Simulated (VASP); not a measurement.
# KCl (Fm-3m) in VASP: notebook

The runs below take KCl through vibrations by perturbation theory, electric field gradients, with PBEsol.

All numbers are computed with VASP 6.6.1; they aren't measurements. Logs are shortened: lines on timing, memory, paths and dates and some standing lists are left out, and cuts for length are marked.

**Experimental background.**

From a printed reference work, monograph, for a bulk crystal of KCl: band gap 8.68 eV.

The results are compared with them further down.

### 1 The cell of the first run

The structure is cubic, space group Fm-3m (No. 225). Conventional cell: a = 6.242 Å, b = 6.242 Å, c = 6.242 Å, α = 90.00°, β = 90.00°, γ = 90.00°. Within 4.1 Å of K (site symmetry m-3m) lie 6 Cl at 3.12 Å. Within 4.1 Å of Cl (site symmetry m-3m) lie 6 K at 3.12 Å.

### 2 Vibrations by perturbation theory, PBEsol

INCAR reads:

```
  PREC = Accurate
  ENCUT = 520
  EDIFF = 1E-8
  ISMEAR = 0
  SIGMA = 0.05
  LREAL = F
  LASPH = T
  NELM = 100
  ALGO = Normal
  ISIF = 2
  LWAVE = F
  LCHARG = F
  GGA = PS
  IBRION = 8
  NSW = 1
```

KPOINTS reads:

```
Automatic mesh
0
Gamma
  6 6 6
```

POSCAR reads:

```
KCl
1.0
    0.0000000000      3.1208305160      3.1208305160
    3.1208305160      0.0000000000      3.1208305160
    3.1208305160      3.1208305160      0.0000000000
K Cl
1 1
Direct
    0.0000000000      0.0000000000      0.0000000000
    0.5000000000      0.5000000000      0.5000000000
```

Potentials or basis: VASP PAW PBE potentials, release 64 (K_sv, Cl).

Launch:

```
$ cat potpaw_PBE.64/K_sv/POTCAR potpaw_PBE.64/Cl/POTCAR > POTCAR
$ mpirun -np 1 vasp_std > vasp.out
```

OUTCAR:

```text
PREC = Accurate
   ENCUT = 520
   EDIFF = 1E-8
   ISMEAR = 0
   LREAL = F
   LASPH = T
   NELM = 100
   ISIF = 2
   GGA = PS
   IBRION = 8
   NSW = 1

 ion  position               nearest neighbor table
   1  0.000  0.000  0.000-   2 3.12   2 3.12   2 3.12   2 3.12   2 3.12   2 3.12
   2  0.500  0.500  0.500-   1 3.12   1 3.12   1 3.12   1 3.12   1 3.12   1 3.12

  LATTYP: Found a face centered cubic cell.
 ALAT       =     6.2416610320

  Lattice vectors:

 A1 = (   0.0000000000,   3.1208305160,   3.1208305160)
 A2 = (   3.1208305160,   0.0000000000,   3.1208305160)
 A3 = (   3.1208305160,   3.1208305160,   0.0000000000)

Analysis of symmetry for initial positions (statically):
=====================================================================
 Subroutine PRICEL returns:
 Original cell was already a primitive cell.

 Routine SETGRP: Setting up the symmetry group for a
 face centered cubic supercell.

 Subroutine GETGRP returns: Found 48 space group operations
 (whereof 48 operations were pure point group operations)
 out of a pool of 48 trial point group operations.

The static configuration has the point symmetry O_h .

Analysis of symmetry for dynamics (positions and initial velocities):
=====================================================================
 Subroutine PRICEL returns:
 Original cell was already a primitive cell.

 Routine SETGRP: Setting up the symmetry group for a
 face centered cubic supercell.

 Subroutine GETGRP returns: Found 48 space group operations
 (whereof 48 operations were pure point group operations)
 out of a pool of 48 trial point group operations.

The dynamic configuration has the point symmetry O_h .

 Subroutine INISYM returns: Found 48 space group operations
 (whereof 48 operations are pure point group operations),
 and found     1 'primitive' translations

----------------------------------------------------------------------------------------

                                     Primitive cell

  volume of cell :      60.7912

  direct lattice vectors                    reciprocal lattice vectors
     0.000000000  3.120830516  3.120830516    -0.160213763  0.160213763  0.160213763
     3.120830516  0.000000000  3.120830516     0.160213763 -0.160213763  0.160213763
     3.120830516  3.120830516  0.000000000     0.160213763  0.160213763 -0.160213763

  length of vectors
     4.413520842  4.413520842  4.413520842     0.277498377  0.277498377  0.277498377

  position of ions in fractional coordinates (direct lattice)
     0.000000000  0.000000000  0.000000000
     0.500000000  0.500000000  0.500000000

  ion indices of the primitive-cell ions
   primitive index   ion index
                 1           1
                 2           2

----------------------------------------------------------------------------------------

 KPOINTS: Automatic mesh

Automatic generation of k-mesh.
 Grid dimensions read from file:
 generate k-points for:    6    6    6

 Generating k-lattice:

  Cartesian coordinates                     Fractional coordinates (reciprocal lattice)
    -0.026702294  0.026702294  0.026702294     0.166666667  0.000000000  0.000000000
     0.026702294 -0.026702294  0.026702294     0.000000000  0.166666667  0.000000000
     0.026702294  0.026702294 -0.026702294     0.000000000  0.000000000  0.166666667

  Length of vectors
     0.046249730  0.046249730  0.046249730

  Shift w.r.t. Gamma in fractional coordinates (k-lattice)
     0.000000000  0.000000000  0.000000000

 Subroutine IBZKPT returns following result:
 ===========================================
[... 72 lines left out ...]
  energy-cutoff  :      520.00
  volume of cell :       60.79
 maximum number of plane-waves:      1660
 NGX is ok and might be reduce to    36
   NGX = 17   NGY = 17   NGZ = 17

--------------------------------------- Ionic step        1  -------------------------------------------

 number of electron      16.0000002 magnetization

 Free energy of the ion-electron system (eV)
  ---------------------------------------------------
  ext. energy  EPLUGINS =         0.00000000
  ---------------------------------------------------
  free energy    TOTEN  =        -7.02313747 eV

  energy without entropy =       -7.02313747  energy(sigma->0) =       -7.02313747

 E-fermi :  -1.5452     XC(G=0):  -7.8268

 val. band max:       -1.8075079072   @ k =   0.0000   0.0000   0.0000
 cond. band min:       3.2936794518   @ k =   0.0000   0.0000   0.0000
 fundamental gap:      5.1011873589
 Fermi energy:        -1.5452244769

 k-point     1 :       0.0000    0.0000    0.0000
  band No.  band energies     occupation
      1     -28.7930      2.00000
      2     -13.9276      2.00000
      3     -12.3202      2.00000
      4     -12.3202      2.00000
      5     -12.3202      2.00000
      6      -1.8075      2.00000
      7      -1.8075      2.00000
      8      -1.8075      2.00000
      9       3.2937      0.00000
     10       6.4953      0.00000
     11       6.4953      0.00000
     12       6.4953      0.00000
[... 213 lines left out ...]
      1     -28.7767      2.00000
      2     -13.8956      2.00000
      3     -12.4585      2.00000
      4     -12.4088      2.00000
      5     -12.2645      2.00000
      6      -2.4109      2.00000
      7      -2.2616      2.00000
      8      -2.1860      2.00000
      9       5.3233      0.00000
     10       7.0610      0.00000
     11       7.2780      0.00000
     12       8.3888      0.00000

------------------------ aborting loop because EDIFF is reached ----------------------------------------

  FORCE on cell =-STRESS in cart. coord.  units (eV):
  Direction    XX          YY          ZZ          XY          YZ          ZX
  --------------------------------------------------------------------------------------
  -------------------------------------------------------------------------------------
  Total        0.0241057      0.0241057      0.0241057      0.0000000     -0.0000000      0.0000000
  in kB        0.6353168      0.6353168      0.6353168      0.0000000     -0.0000000      0.0000000
  external PRESSURE =       0.6353168 kB  Pullay stress =       0.0000000 kB

 VOLUME and BASIS-vectors are now :
 -----------------------------------------------------------------------------
  energy-cutoff  :      520.00
  volume of cell :       60.79
      direct lattice vectors                 reciprocal lattice vectors
     0.000000000  3.120830516  3.120830516    -0.160213763  0.160213763  0.160213763
     3.120830516  0.000000000  3.120830516     0.160213763 -0.160213763  0.160213763
     3.120830516  3.120830516  0.000000000     0.160213763  0.160213763 -0.160213763

 POSITION                                       TOTAL-FORCE (eV/Angst)
 -----------------------------------------------------------------------------------
      0.00000      0.00000      0.00000         0.000000     -0.000000      0.000000
      3.12083      3.12083      3.12083        -0.000000      0.000000     -0.000000
 -----------------------------------------------------------------------------------
    total drift:                                0.000000      0.000000      0.000000

  FREE ENERGIE OF THE ION-ELECTRON SYSTEM (eV)
  ---------------------------------------------------
  free  energy   TOTEN  =        -7.0231374704 eV

  energy  without entropy=       -7.0231374704  energy(sigma->0) =       -7.02313747

[... ionic steps 2 to 3 ...]

--------------------------------------- Ionic step        4  -------------------------------------------

------------------------ aborting loop because EDIFF is reached ----------------------------------------

[... ionic steps 5 to 6 ...]

--------------------------------------- Ionic step        7  -------------------------------------------

 Free energy of the ion-electron system (eV)
  ---------------------------------------------------
  ---------------------------------------------------
  free energy    TOTEN  =        -0.19806845 eV

  energy without entropy =       -0.19806845

------------------------ aborting loop because EDIFF is reached ----------------------------------------

 INTERNAL STRAIN TENSOR  FOR ION    2  DIRECTION 1   (eV/Angst):
 -----------------------------------------------------------------------------
     0.00932  0.00000 -0.00000
    -0.00000 -0.00358  0.00000
     0.00000  0.00000 -0.00358

 INTERNAL STRAIN TENSOR FOR ION    2 for displacements in x,y,z  (eV/Angst):
          X           Y           Z          XY          YZ          ZX
  --------------------------------------------------------------------------------
  x     0.00000     0.00000     0.00000     0.00000     0.00000     0.00000
  y     0.00000     0.00000     0.00000     0.00000     0.00000     0.00000
  z     0.00000     0.00000     0.00000     0.00000     0.00000     0.00000

 SECOND DERIVATIVES (NOT SYMMETRIZED)
 ------------------------------------
               1X          1Y          1Z          2X          2Y          2Z
  1X    -1.347929    0.000000    0.000000    1.347929    0.000000    0.000000
  1Y     0.000000   -1.347929    0.000000    0.000000    1.347929    0.000000
  1Z     0.000000    0.000000   -1.347929    0.000000    0.000000    1.347929
  2X     1.349140    0.000000    0.000000   -1.349140    0.000000    0.000000
  2Y     0.000000    1.349140    0.000000    0.000000   -1.349140    0.000000
  2Z     0.000000    0.000000    1.349140    0.000000    0.000000   -1.349140

 Eigenvectors and eigenvalues of the dynamical matrix
 ----------------------------------------------------

   1 f  =    4.210265 THz    26.453878 2PiTHz  140.439339 cm-1    17.412251 meV
             X         Y         Z           dx          dy          dz
      0.000000  0.000000  0.000000     0.000000    0.689442    0.000000
      3.120831  3.120831  3.120831     0.000000   -0.724341    0.000000
[... 21 lines left out ...]
   6 f/i=    0.000944 THz     0.005931 2PiTHz    0.031489 cm-1     0.003904 meV
             X         Y         Z           dx          dy          dz
      0.000000  0.000000  0.000000     0.000000    0.000000    0.724341
      3.120831  3.120831  3.120831     0.000000    0.000000    0.689442

--------------------------------------------------------------------------------------------------------

 ELASTIC MODULI CONTR FROM IONIC RELAXATION (kBar)
 Direction    XX          YY          ZZ          XY          YZ          ZX
 --------------------------------------------------------------------------------
 XX           0.0000      0.0000      0.0000      0.0000      0.0000      0.0000
 YY           0.0000      0.0000      0.0000      0.0000      0.0000      0.0000
 ZZ           0.0000      0.0000      0.0000      0.0000      0.0000      0.0000
 XY           0.0000      0.0000      0.0000      0.0000      0.0000      0.0000
 YZ           0.0000      0.0000      0.0000      0.0000      0.0000      0.0000
 ZX           0.0000      0.0000      0.0000      0.0000      0.0000      0.0000
 --------------------------------------------------------------------------------
```

Wall time 88 s (1 thread of Intel Xeon Platinum 8488C (Sapphire Rapids), shared host); peak memory 0.27 GiB.

What came out:

```yaml
Highest_phonon_frequency_at_Γ_LO-TO_splitting_left_out: 140 cm⁻¹
```

Phonon frequencies in cm⁻¹ (negative: imaginary):
```tsv
q point	frequencies
(0.000, 0.000, 0.000)	0 0 0 140 140 140
```

Caveat: the PAW data sets were made with another functional, which shifts forces and pressure a little.

(Continued in part 2 of 2.)
